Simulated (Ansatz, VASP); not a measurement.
One calculation of GaN, two programs

```
Ga N
1.0
     3.15795    0.00000    0.00000
    -1.57897    2.73486    0.00000
     0.00000    0.00000    5.15515
Ga N
2 2
Direct
  0.33333 0.66667 0.99943
  0.66667 0.33333 0.49943
  0.33333 0.66667 0.37557
  0.66667 0.33333 0.87557
```

Alike in both runs: functional BLYP; dispersion D3(BJ); k mesh 8 × 8 × 6; occupations gaussian, width 0.05 eV; no spin polarisation.

Ansatz relaxed the structure, and its values are those at the end. VASP's run is a single point on that final structure, the one shown.

|  | VASP | Ansatz |
| --- | --- | --- |
| version | VASP 6.6.1 | Ansatz 0.2.0 |
| potentials or method | VASP PAW PBE potentials, release 64 (Ga_d, N) | scalar-relativistic, plane waves, PAW |
| plane-wave cutoff (eV) | 520 | 420 |
| valence electrons in the cell | 36 | 36 |

```csv
,VASP,Ansatz,Ansatz less VASP
gap on the k mesh at the Fermi level (eV),2.16,2.17,+0.011
least direct gap on the mesh (eV),2.16,2.17,+0.011
pressure (GPa),9.4,7.8,-1.62
rms of the force components (eV/Å),0.006,0.004,-0.0020
dispersion energy (meV/atom),-575.0,-575.1,-0.06
```

Caveats: the PAW data sets were made with another functional, which shifts forces and pressure a little (VASP). Expect the measured gap to be larger: semilocal functionals such as BLYP lack the derivative discontinuity.
